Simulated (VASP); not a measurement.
Input:

```
ZnTe
1.0
    0.00000     3.09014     3.09014
    3.09014     0.00000     3.09014
    3.09014     3.09014     0.00000
Zn Te
1 1
Cartesian
  0.00000   0.00000   0.00000
  1.54507   1.54507   1.54507
```

Method: PBE GGA, VASP's PBE PAW potentials (set 64) (plane waves; VASP). Settings: PREC = Normal, 500 eV cut-off, 4×4×4 Γ-centred mesh, Gaussian smearing of 0.010 eV, potentials Zn_sv_GW Te_GW.

Unless said otherwise, spin-orbit coupling is left out, though it shifts the bands of the heavy elements here.

Q: Estimate the energy per atom (σ→0), band gap (on the k-mesh) with the smallest direct gap where there is one.

A: 
The band gap (on the k-mesh) is 1.05 eV, the smallest direct gap (on the k-mesh) is 1.05 eV and the energy per atom (σ→0) is -2.564 eV/atom.

Total energies compare only between runs with the same potentials, cut-off and functional.

The compound is ZnTe in the zinc blende structure. This cell is one point of a volume scan, at 1.04 of the reference volume. The k-mesh is coarse (spacing up to 0.44 per Å, 2π included), so the numbers may not be converged in it.
